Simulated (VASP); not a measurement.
ZnO, 4 atoms in the cell. The structure is hexagonal, space group P6_3mc (No. 186). The conventional cell has a = 3.279 Å, b = 3.279 Å, c = 5.294 Å, α = 90.00°, β = 90.00°, γ = 120.00°. Zn (site symmetry 3m) has 4 O at 2.00 to 2.01 Å as nearest neighbours. Around O (site symmetry 3m) lie 4 Zn at 2.00 to 2.01 Å. 

- Program: VASP 6.6.1
- Task: Born charges and dielectric tensor
- Functional: PBE
- Potentials or basis: VASP PAW PBE potentials, release 64 (Zn, O)
- Cutoff: 520 eV
- k mesh: 15 × 15 × 8
- Occupations: gaussian, width 0.02 eV
- Spin: no spin polarisation
- Further INCAR settings: ALGO = Normal; EDIFF = 1e-08; IBRION = 8; NSW = 1

Potentials or basis: VASP PAW PBE potentials, release 64 (Zn, O).

Command:

```console
$ cat potpaw_PBE.64/Zn/POTCAR potpaw_PBE.64/O/POTCAR > POTCAR
$ mpirun -np 1 vasp_std > vasp.out
```

Hardware: 1 thread of Intel(R) Xeon(R) Platinum 8559C (Emerald Rapids) (shared host).

How long does it take, and how much memory?

Run time: 47 min on 1 thread of Intel(R) Xeon(R) Platinum 8559C (Emerald Rapids), on a shared host, peak memory 1.8 GiB. Counts: scf iterations 185, k points 135.
